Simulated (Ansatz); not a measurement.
## Ligand exchange: ZnHF + CH2F2 → ZnH2 + CHF3

Species: ZnHF `[F][ZnH]`, singlet; CH2F2 (difluoromethane) `FCF`, singlet; ZnH2 `[ZnH2]`, singlet; CHF3 (trifluoromethane) `FC(F)F`, singlet. The partners trade F for H: Zn–F and C–H bonds give way to Zn–H and C–F.

Shapes, held fixed at every level: PBE0-D4/def2-TZVP. Programs: Ansatz 0.2.0. The zero-point and thermal change to 298 K, harmonic and unscaled (PBE0-D4/def2-TZVP), is -10.8 kJ/mol.

Problem. Estimate ΔH(298 K) of this reaction.

Solution. wB97X-V/def2-TZVPP gives ΔH(298 K) = +93.9 kJ/mol; the levels span +74.6 to +98.7. The median of the levels is +90.5. No measured value is set beside it here. Relativity is left out for Zn unless named.

```tsv
level	kind	ΔH(298 K) (kJ/mol)
HF/def2-TZVPP	Hartree–Fock	+92.5
SPW92/def2-TZVPP	LDA	+74.6
B3LYP-D4/def2-TZVPP	global hybrid	+98.7
PBE0-D4/def2-TZVPP	global hybrid	+89.0
r2SCAN0-D4/def2-TZVPP	global hybrid	+89.7
wB97M-V/def2-TZVPP	range-separated hybrid	+90.5
wB97X-V/def2-TZVPP	range-separated hybrid	+93.9
```
